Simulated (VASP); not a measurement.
VASP 6.6.1 run: SiC

INCAR

```
NELM = 80
BMIX = 3
LREAL = .FALSE.
IBRION = -1
GGA = CA
ENCUT = 520
PREC = Accurate
LWAVE = .FALSE.
ISMEAR = 0
NSW = 0
LASPH = .TRUE.
LCHARG = .FALSE.
ISIF = 2
SIGMA = 0.01
NBANDS = 16
EDIFF = 1E-7
```

KPOINTS

```
KPOINTS created by Atomic Simulation Environment
0
Gamma
12 12 6
0 0 0
```

POSCAR

```
Si C
 1.0000000000000000
     3.0753562450928453    0.0000000000287138   -0.0000000000000000
    -1.5376781225712892    2.6633366339231692    0.0000000000000000
    -0.0000000000000000    0.0000000000000000    5.0481081013589391
 Si  C
   2   2
Cartesian
 -0.0000000000165778  1.7755577559583506 -0.0020616743711291
  1.5376781225381340  0.8877788779935323  2.5219923763083409
 -0.0000000000165778  1.7755577559583506  1.8951022123807313
  1.5376781225381340  0.8877788779935323  4.4191562630602013
```

The recommended LDA PAW datasets give the neutral cell 16 valence electrons.

Command

```
mpirun -np 1 vasp_std
```

Problem. How does this run end, and what does it give?

Solution. It converged. Results: gap between bands v and c on the k mesh 2.15 eV; least direct gap on the k mesh 3.88 eV; pressure -3.8 GPa. Band v is the last that the valence electrons fill when counted band by band, and c is the next.

OSZICAR

```
N       E                     dE             d eps       ncg     rms          rms(c)
DAV:   1     0.226271527177E+02    0.22627E+02   -0.72054E+03  2432   0.896E+02
DAV:   2    -0.347863191476E+02   -0.57413E+02   -0.52443E+02  3496   0.158E+02
DAV:   3    -0.373371723438E+02   -0.25509E+01   -0.25399E+01  3224   0.306E+01
DAV:   4    -0.373573238310E+02   -0.20151E-01   -0.20149E-01  2976   0.339E+00
DAV:   5    -0.373575384847E+02   -0.21465E-03   -0.21465E-03  3216   0.327E-01    0.128E+01
DAV:   6    -0.346476915449E+02    0.27098E+01   -0.19711E+00  3024   0.869E+00    0.773E+00
DAV:   7    -0.333512967439E+02    0.12964E+01   -0.34340E+00  3160   0.112E+01    0.209E+00
DAV:   8    -0.332823371314E+02    0.68960E-01   -0.18032E-01  2760   0.264E+00    0.131E+00
DAV:   9    -0.332724271871E+02    0.99099E-02   -0.24032E-02  3016   0.114E+00    0.646E-01
DAV:  10    -0.332683945396E+02    0.40326E-02   -0.43529E-03  3184   0.457E-01    0.232E-01
DAV:  11    -0.332680960464E+02    0.29849E-03   -0.68755E-04  2792   0.161E-01    0.138E-01
DAV:  12    -0.332680737613E+02    0.22285E-04   -0.13948E-04  3104   0.696E-02    0.908E-02
DAV:  13    -0.332680417353E+02    0.32026E-04   -0.60469E-05  3104   0.537E-02    0.362E-02
DAV:  14    -0.332680406200E+02    0.11152E-05   -0.20041E-06  3056   0.981E-03    0.552E-03
DAV:  15    -0.332680409200E+02   -0.29996E-06   -0.30704E-06  3112   0.102E-02    0.176E-02
DAV:  16    -0.332680405993E+02    0.32068E-06   -0.46114E-07  2968   0.400E-03    0.536E-03
DAV:  17    -0.332680405320E+02    0.67290E-07   -0.11225E-07  1536   0.212E-03
   1 F= -.33268041E+02 E0= -.33268041E+02  d E =-.168941E-17
```

Standard output (part)

```
POSCAR found type information on POSCAR SiC
 POSCAR found :  2 types and       4 ions
 LDA part: xc-table for (Slater(with rela. corr.)+CA(PZ))
 , standard interpolation
 POSCAR, INCAR and KPOINTS ok, starting setup
 WAVECAR not read
 entering main loop
```

For comparison, a separate LDA run of the intended cell, on usual settings and not on those above, gives a gap of 2.15 eV on its mesh and a pressure of -3.8 GPa.
